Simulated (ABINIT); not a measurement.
Sn:

```
Sn
1.0
    -1.72654    1.77555    2.33834
     1.72654   -1.77555    2.33834
     1.72654    1.77555   -2.33834
Sn
1
Cartesian
  0.0000 0.0000 0.0000
```

This isn't the form of Sn at room conditions, which is tetragonal (white tin).

| Quantity | Value |
| --- | --- |
| Program | ABINIT 10.8.3 (patched build) |
| Task | single point |
| Functional | PBE |
| Potentials or basis | JTH PAW PBE v2.0 |
| Cutoff | 599 eV |
| k mesh | 11 × 11 × 11 |
| Occupations | fermi-dirac, width 0.05 eV |
| Spin | no spin polarisation |

On this cell: pressure -1.0 GPa; band gap on the k mesh none (metal or under the smearing width).

The same run follows on a disturbed copy (cell strained at random at fixed volume):

```
Sn
1.0
    -1.66577    1.76563    2.29581
     1.74442   -1.79906    2.37926
     1.68238    1.81521   -2.32119
Sn
1
Direct
  0.99505 0.98835 0.99670
```

Q: What changes?

A: The energy (extrapolated to zero smearing) moves by +5.0 meV/atom; pressure -1.0 GPa; band gap on the k mesh none (metal or under the smearing width).

Stress tensor (GPa, compression positive):
```
-0.15 -0.03 -0.63
-0.03 -1.96  0.20
-0.63  0.20 -0.86
```
